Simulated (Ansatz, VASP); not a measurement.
**One calculation of ZrC, two programs**

```
Zr C
1.0
     0.00000    2.38066    2.38066
     2.38066    0.00000    2.38066
     2.38066    2.38066    0.00000
Zr C
1 1
Direct
  0.50000 0.50000 0.50000
  0.00000 0.00000 0.00000
```

Change from the starting cell: volume scaled by 1.02.

Alike in both runs: task single point; functional PBE; k mesh 10 × 10 × 10; occupations fermi-dirac, width 0.05 eV; no spin polarisation.

```csv
,VASP,Ansatz
version,VASP 6.6.1,Ansatz 0.2.0
potentials or method,"VASP PAW PBE potentials, release 64 (Zr_sv, C)",Ansatz PAW
plane-wave cutoff (eV),520,420
valence electrons in the cell,16,16
```

Ansatz gave:

- gap on the k mesh at the Fermi level (eV): none
- pressure (GPa): -6.9

Q: Which values does VASP return?

A: gap on the k mesh at the Fermi level (eV): none; pressure (GPa): -6.7.

A gap of «none» marks a metal or a gap that the smearing closes. The functional is the same, so the differences come from potentials, cutoffs and numerics.
